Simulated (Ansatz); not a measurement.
Crystal: In.

```
CELL_PARAMETERS angstrom
1.66964 0.96397 8.20746
-1.66964 0.96397 8.20746
0.00000 -1.92793 8.20746
ATOMIC_POSITIONS crystal
In 0.22199 0.22199 0.22199
In 0.77801 0.77801 0.77801
In 0.00000 0.00000 0.00000
```

This isn't the form of In at room conditions, which is tetragonal.

- Program: Ansatz 0.2.0
- Task: relaxation of cell and atoms
- Functional: PBEsol
- Dispersion: D3(BJ)
- Potentials or basis: Ansatz PAW
- Cutoff: 420 eV (not typed: the program's choice for these potentials)
- k mesh: 9 × 9 × 9
- Occupations: fermi-dirac, width 0.05 eV
- Spin: no spin polarisation

At the start: volume 26.42 Å³/atom.

Task: Where does the relaxation end?

Result: It ends after 5 steps and the volume is 24.36 Å³/atom (-7.8 %); space group R-3m (No. 166, to 0.05 Å).

Step by step:
| step | energy change (eV) | largest force (eV/Å) | volume (Å³) |
| --- | --- | --- | --- |
| 1 | 0.0000 | 0.0239 | 79.26 |
| 2 | -0.0724 | 0.0300 | 72.88 |
| 3 | -0.0748 | 0.0091 | 73.02 |
| 4 | -0.0763 | 0.0032 | 73.09 |
| 5 | -0.0749 | 0.0032 | 73.09 |

Final structure:
```xyz
3
Lattice="1.6441 0.9492 7.8051 -1.6441 0.9492 7.8051 0.0000 -1.8985 7.8051" Properties=species:S:1:pos:R:3 pbc="T T T"
In    0.0000    0.0000    5.1958
In    0.0000    0.0000   18.2196
In    0.0000    0.0000    0.0000
```

Caveat: the plane-wave basis is chosen anew once the cell has moved, so the energies of steps on either side of that aren't comparable; pairwise dispersion overbinds metals, which lowers pressure and volume; the PAW data sets come from PBE, with cores solved anew for the run's functional, which leaves a small shift of forces and pressure.
